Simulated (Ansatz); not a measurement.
The system is I.

```
I
1.0
     3.63503   -2.39502    0.00000
     3.63503    2.39502    0.00000
     0.00000    0.00000    9.79344
I
4
Cartesian
  3.6350 -0.7152 3.7646
  3.6350 1.6799 1.1321
  3.6350 0.7152 6.0288
  3.6350 -1.6799 8.6613
```

Base run:

* Program: Ansatz 0.2.0
* Functional: PBE
* Potentials or basis: all-electron LAPW, scalar-relativistic
* Cutoff: 253 eV
* Density cutoff: 1010 eV
* Basis error allowed: 0.002 eV/atom
* k mesh: 7 × 7 × 3
* Occupations: fermi-dirac, width 0.05 eV
* Spin: no spin polarisation

Its results: band gap on the k mesh 1.34 eV, indirect (least direct gap 1.43 eV); pressure 1.8 GPa; largest force 0.854 eV/Å.

Task: The run is repeated on the same cell with these changes: functional from PBE to LDA. What comes out?

Result: Band gap on the k mesh 1.24 eV, indirect (least direct gap 1.32 eV); pressure -0.9 GPa; largest force 0.724 eV/Å.

LDA binds more tightly than PBE, so the same cell stands under less pressure.

Caveats: spin-orbit coupling is left out, which moves the levels of the heavy elements.

Not every run made on this cell is shown here.
